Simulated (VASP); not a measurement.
# TiTe2 in VASP: notebook

One slab, TiTe2, is run at these levels: PBE; tasks: single point.

Everything below comes from runs of VASP 6.6.1. Logs are shortened: lines on timing, memory, paths and dates and some standing lists are left out, and cuts for length are marked.

### 1 Starting point

The cell holds a slab with vacuum, 3 atoms: a = 3.777 Å, b = 3.777 Å, c = 15.415 Å, α = 90.00°, β = 90.00°, γ = 120.00°.

### 2 Single point, PBE

File INCAR:

```
PREC = Accurate
ENCUT = 460
EDIFF = 1E-7
ISMEAR = 0
SIGMA = 0.05
LREAL = False
LASPH = True
NELM = 120
ALGO = Normal
ISIF = 2
LWAVE = False
LCHARG = False
LDIPOL = True
IDIPOL = 3
DIPOL = 0.5 0.5 0.500
GGA = PE
NBANDS = 23
LVHAR = True
LVACPOTAV = True
```

File KPOINTS:

```
regular mesh
0
Gamma
  5 5 1
```

File POSCAR:

```
TiTe2
1.0
    3.7770000000      0.0000000000      0.0000000000
   -1.8885000000      3.2709779500      0.0000000000
    0.0000000000      0.0000000000     15.4153488000
Te Ti
2 1
Direct
    0.3333333333      0.6666666667      0.3892224612
    0.6666666667      0.3333333333      0.6107775388
    0.0000000000      0.0000000000      0.5000000000
```

Potentials or basis: VASP PAW PBE potentials, release 64 (Te, Ti_sv).

Launch:

```console
> cat potpaw_PBE.64/Te/POTCAR potpaw_PBE.64/Ti_sv/POTCAR > POTCAR
> mpirun -np 1 vasp_std > vasp.out
```

OUTCAR:

```text
PREC = Accurate
   ENCUT = 460
   EDIFF = 1E-7
   ISMEAR = 0
   LREAL = False
   LASPH = True
   NELM = 120
   ISIF = 2
   GGA = PE

 Found      5 irreducible k-points:

 Following reciprocal coordinates:
            Coordinates               Weight
  0.000000  0.000000  0.000000      1.000000
  0.200000  0.000000  0.000000      6.000000
  0.400000  0.000000  0.000000      6.000000
  0.200000  0.200000  0.000000      6.000000
  0.400000  0.200000  0.000000      6.000000
   k-points           NKPTS =      5   k-points in BZ     NKDIM =      5   number of bands    NBANDS=     23
   number of dos      NEDOS =    301   number of ions     NIONS =      3
   total plane-waves  NPLWV =  84672
   dimension x,y,z NGX =    28 NGY =   28 NGZ =  108
   dimension x,y,z NGXF=    56 NGYF=   56 NGZF=  216
   ions per type =               2   1
   NGX,Y,Z   is equivalent  to a cutoff of  12.32, 12.32, 11.65 a.u.
   NGXF,Y,Z  is equivalent  to a cutoff of  24.65, 24.65, 23.29 a.u.
 SYSTEM =  unknown system
   PREC   = accura    normal or accurate (medium, high low for compatibility)
   ISTART =      0    job   : 0-new  1-cont  2-samecut
   ICHARG =      2    charge: 1-file 2-atom 10-const
   ISPIN  =      1    spin polarized calculation?
   LNONCOLLINEAR =      F non collinear calculations
   LSORBIT =      F    spin-orbit coupling
   LASPH  =      T    aspherical Exc in radial PAW
   ENCUT  =  460.0 eV  33.81 Ry    5.81 a.u.   6.61  6.61 26.96*2*pi/ulx,y,z
   NELM   =    120;   NELMIN=  2; NELMDL= -5     # of ELM steps
   EDIFF  = 0.1E-06   stopping-criterion for ELM
   LREAL  =      F    real-space projection
[... 7 lines left out ...]
   TEBEG  =    0.0;   TEEND  =   0.0 temperature during run
   PSTRESS=    0.0 pullay stress
   NELECT =      24.0000    total number of electrons
   NUPDOWN=      -1.0000    fix difference up-down
   EMIN   =  10.00;   EMAX   =-10.00  energy-range for DOS
   EFERMI =   0.00;   METHOD = LEGACY
   ISMEAR =     0;   SIGMA  =   0.05  broadening in eV -4-tet -1-fermi 0-gaus
   EFERMI_NEDOS =   21; number of points for ismear=-14 and -15
   IALGO  =     38    algorithm
   IMIX   =      4    mixing-type and parameters
     AMIX     =   0.40;   BMIX     =  1.00
     AMIX_MAG =   1.60;   BMIX_MAG =  1.00
  volume/ion in A,a.u.               =      63.48       428.40
  Fermi-wavevector in a.u.,A,eV,Ry     =   0.820766  1.551022  9.165653  0.673657
  Thomas-Fermi vector in A             =   1.931806
   LORBIT       =      0    0 simple, 1 ext, 2 COOP (PROOUT), +10 PAW based schemes
   GGA     = PE    functional components
   LHFCALC =     F    Hartree Fock is set to
   AEXX    =    0.0000 exact exchange contribution
   IVDW    =     0    specifies the selected vdW correction
   LEPSILON=     F    determine dielectric tensor
   LRPA    =     F    only Hartree local field effects (RPA)
 non-spin polarized calculation
 Gauss-broadening in eV      SIGMA  =   0.05
  energy-cutoff  :      460.00
  volume of cell :      190.45
 maximum number of plane-waves:      4325
 NGX is ok and might be reduce to    28
   NGX = 13   NGY = 13   NGZ = 53

 number of electron      23.9999997 magnetization

 dipolmoment           0.000000      0.000000      0.000000 electrons x Angstroem

 Free energy of the ion-electron system (eV)
  ---------------------------------------------------
  ext. energy  EPLUGINS =         0.00000000
  ---------------------------------------------------
  free energy    TOTEN  =       -16.15230171 eV

  energy without entropy =      -16.14613122  energy(sigma->0) =      -16.14921646

 E-fermi :  -0.0594     XC(G=0):  -4.8883

 val. band max:       -0.3530151170   @ k =   0.2000   0.0000   0.0000
 cond. band min:      -0.0441842912   @ k =   0.4000   0.0000   0.0000
 fundamental gap:      0.3088308258
 Fermi energy:        -0.0594128009

 k-point     1 :       0.0000    0.0000    0.0000
  band No.  band energies     occupation
      1     -57.5298      2.00000
      2     -33.7700      2.00000
      3     -33.7667      2.00000
      4     -33.7667      2.00000
      5     -11.9677      2.00000
      6     -11.0833      2.00000
[... 15 lines left out ...]
     22       7.5685      0.00000
     23       7.8633      0.00000

 k-point     2 :       0.2000    0.0000    0.0000
  band No.  band energies     occupation
      1     -57.5288      2.00000
      2     -33.7809      2.00000
      3     -33.7700      2.00000
      4     -33.7667      2.00000
      5     -11.5522      2.00000
      6     -10.8285      2.00000
[... 15 lines left out ...]
     22       7.3867      0.00000
     23       7.5309      0.00000

 k-point     3 :       0.4000    0.0000    0.0000
  band No.  band energies     occupation
      1     -57.5271      2.00000
      2     -33.8038      2.00000
      3     -33.7752      2.00000
      4     -33.7614      2.00000
      5     -10.6364      2.00000
      6     -10.3622      2.00000
[... 15 lines left out ...]
     22       6.9768      0.00000
     23       7.5559      0.00000

 k-point     4 :       0.2000    0.2000    0.0000
  band No.  band energies     occupation
      1     -57.5274      2.00000
      2     -33.7956      2.00000
      3     -33.7780      2.00000
      4     -33.7624      2.00000
      5     -10.8683      2.00000
      6     -10.4483      2.00000
[... 15 lines left out ...]
     22       7.4590      0.00000
     23       7.8871      0.00000

 k-point     5 :       0.4000    0.2000    0.0000
  band No.  band energies     occupation
      1     -57.5266      2.00000
      2     -33.8027      2.00000
      3     -33.7850      2.00000
      4     -33.7598      2.00000
      5     -10.2448      2.00000
      6     -10.2413      2.00000
[... 15 lines left out ...]
     22       7.9901      0.00000
     23       8.1867      0.00000

------------------------ aborting loop because EDIFF is reached ----------------------------------------

  FORCE on cell =-STRESS in cart. coord.  units (eV):
  Direction    XX          YY          ZZ          XY          YZ          ZX
  --------------------------------------------------------------------------------------
  -------------------------------------------------------------------------------------
  Total        0.2734414      0.2734414      0.5434534     -0.0000000      0.0000000      0.0000000
  in kB        2.3003657      2.3003657      4.5718812     -0.0000000      0.0000000      0.0000000
  external PRESSURE =       3.0575375 kB  Pullay stress =       0.0000000 kB

 VOLUME and BASIS-vectors are now :
 -----------------------------------------------------------------------------
  energy-cutoff  :      460.00
  volume of cell :      190.45
      direct lattice vectors                 reciprocal lattice vectors
     3.777000000  0.000000000  0.000000000     0.264760392  0.152859484  0.000000000
    -1.888500000  3.270977950  0.000000000     0.000000000  0.305718967  0.000000000
     0.000000000  0.000000000 15.415348800     0.000000000  0.000000000  0.064870410

 POSITION                                       TOTAL-FORCE (eV/Angst)
 -----------------------------------------------------------------------------------
     -0.00000      2.18065      6.00000        -0.000000     -0.000000     -0.167443
      1.88850      1.09033      9.41535         0.000000      0.000000      0.167443
      0.00000      0.00000      7.70767         0.000000      0.000000      0.000000
 -----------------------------------------------------------------------------------
    total drift:                               -0.000000     -0.000000      0.000000

  FREE ENERGIE OF THE ION-ELECTRON SYSTEM (eV)
  ---------------------------------------------------
  free  energy   TOTEN  =       -16.1523017107 eV

  energy  without entropy=      -16.1461312179  energy(sigma->0) =      -16.14921646

 vacuum level on the upper side and lower side of the slab         4.903         4.903
```

Wall time 93 s (1 thread of Intel Xeon Platinum 8375C at 2.90GHz (Ice Lake), shared host); peak memory 0.28 GiB.

These settings aren't checked as converged: the numbers below hold their error.

Results:

| Quantity | Value |
| --- | --- |
| Free energy | -16.1523 eV |
| Largest force | 0.167 eV/Å |
| Band gap on the k mesh | none (metal or under the smearing width) |
| Work function of the upper face | 4.96 eV |
| Work function of the lower face | 4.96 eV |

Caveat: the k mesh is coarse (spacing up to 0.38 Å⁻¹), so the values aren't converged.

### 3 Single point, PBE

This run uses another cell than the first one, of 75.84 Å³/atom, 1.195 times its volume.

INCAR is that of step 2.

KPOINTS is that of step 2.

File POSCAR:

```
TiTe2
1.0
    3.7770000000      0.0000000000      0.0000000000
   -1.8885000000      3.2709779500      0.0000000000
    0.0000000000      0.0000000000     18.4153488000
Te Ti
2 1
Direct
    0.3333333333      0.6666666667      0.4072689625
    0.6666666667      0.3333333333      0.5927310375
    0.0000000000      0.0000000000      0.5000000000
```

Potentials or basis: VASP PAW PBE potentials, release 64 (Te, Ti_sv).

Launch:

```console
> cat potpaw_PBE.64/Te/POTCAR potpaw_PBE.64/Ti_sv/POTCAR > POTCAR
> mpirun -np 1 vasp_std > vasp.out
```

Run time: 76 s. Hardware: 1 thread of Intel Xeon Platinum 8375C at 2.90GHz (Ice Lake), shared host; peak memory 0.3 GiB.

These settings aren't checked as converged: the numbers below hold their error.

Results:

```yaml
Free_energy: -16.1522 eV
Largest_force: 0.168 eV/Å
Band_gap_on_the_k_mesh: none (metal or under the smearing width)
Work_function_of_the_upper_face: 4.96 eV
Work_function_of_the_lower_face: 4.96 eV
```

Caveat: the k mesh is coarse (spacing up to 0.38 Å⁻¹), so the values aren't converged.

[end of part 1 of 2]
